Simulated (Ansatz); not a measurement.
# SrCl2 under changes of volume

One of the cells (28.299 Å³/atom); the others are scaled copies at fixed shape and fractional positions:

```
Sr Cl
1.0
     0.00000    3.48835    3.48835
     3.48835    0.00000    3.48835
     3.48835    3.48835    0.00000
Sr Cl
1 2
Direct
  0.00000 0.00000 0.00000
  0.75000 0.75000 0.75000
  0.25000 0.25000 0.25000
```

| Item | Value |
| --- | --- |
| Program | Ansatz 0.2.0 |
| Functional | PBEsol |
| Potentials or basis | Ansatz PAW |
| Cutoff | 420 eV (not typed: the program's choice for these potentials) |
| k mesh | 7 × 7 × 7 |
| Occupations | fermi-dirac, width 0.05 eV |
| Spin | no spin polarisation |

```tsv
volume (Å³/atom)	energy over the lowest point (meV/atom)	pressure (GPa)	gap on the mesh (eV)
26.601	3.18	1.3	5.41
27.167	?	?	?
27.733	0.00	-0.4	5.25
28.299	2.52	-1.1	5.18
28.865	7.38	-1.7	5.10
29.431	14.34	-2.2	5.03
29.997	23.16	-2.7	4.96
```

Task: What does the run at 27.167 Å³/atom give?

Result: Energy over the lowest point 0.12 meV/atom; pressure 0.4 GPa; gap on the mesh 5.33 eV.

Worked out: A Birch-Murnaghan fit of order 3 (a polynomial in V^(-2/3)) to the other rows has its minimum at 27.47 Å³/atom with B0 = V·E''(V) = 38 GPa and B' = 4.6. It gives 0.11 meV/atom at 27.167 Å³/atom, against the run's 0.12, and -dE/dV = 0.4 GPa, against 0.4. A straight line through the other rows of the gap, of slope -3.75 eV per unit of ln V, gives 5.33 eV, against the run's 5.33.

Energies are extrapolated to zero smearing.

Caveats: odd divisions of the mesh miss points on the zone boundary, where band edges often lie, so the gap on the mesh can be too wide; the PAW data sets come from PBE, with cores solved anew for the run's functional, which leaves a small shift of forces and pressure.

A mesh can miss the band edges. Spin-orbit coupling on Sr is left out.
